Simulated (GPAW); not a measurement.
Here is a GPAW 26.7.0 calculation.

The input run.py:

```python
from ase import Atoms
from ase.eos import EquationOfState
from ase.io import Trajectory
from ase.units import GPa
from gpaw import GPAW, PW

atoms = Atoms(['Ag'],
              cell=[[0.0, 2.04275, 2.04275],
                    [2.04275, 0.0, 2.04275],
                    [2.04275, 2.04275, 0.0]],
              scaled_positions=[[0.0, 0.0, 0.0]],
              pbc=True)

traj = Trajectory('eos.traj', 'w')
volumes, energies = [], []
for x in [0.94, 0.96, 0.98, 1.0, 1.02, 1.04, 1.06]:
    a = atoms.copy()
    a.set_cell(atoms.cell * x**(1 / 3), scale_atoms=True)
    calc = GPAW(mode=PW(600),
                xc={'name': 'C09-vdW', 'backend': 'libvdwxc'},
                kpts={'size': (11, 11, 11), 'gamma': True},
                occupations={'name': 'fermi-dirac', 'width': 0.05},
                nbands=18,
                convergence={'density': 1e-05, 'energy': 1e-05},
                maxiter=150,
                txt=f'eos-{x:.2f}.txt')
    a.calc = calc
    energies.append(a.get_potential_energy(force_consistent=True))
    volumes.append(a.get_volume())
    calc.write(f'eos-{x:.2f}.gpw')
    traj.write(a)
    print(f'{x:.2f} {volumes[-1]:10.4f} A^3 {energies[-1]:14.6f} eV', flush=True)

v0, e0, B = EquationOfState(volumes, energies, eos='birchmurnaghan').fit()
print(f'V0 = {v0:.4f} A^3, E0 = {e0:.6f} eV, B0 = {B / GPa:.2f} GPa')
```

Potentials or basis: GPAW PAW data sets (gpaw-data 1.2.1), pw.

Run with:

```console
$ OMP_NUM_THREADS=1 python run.py
```

(1) What does it give for the equilibrium volume?

(2) Estimate the bulk modulus.

Answers

(1) 17.12 Å³/atom.

(2) 111 GPa.

Caveat: the PAW data sets were made with another functional, which shifts forces and pressure a little.
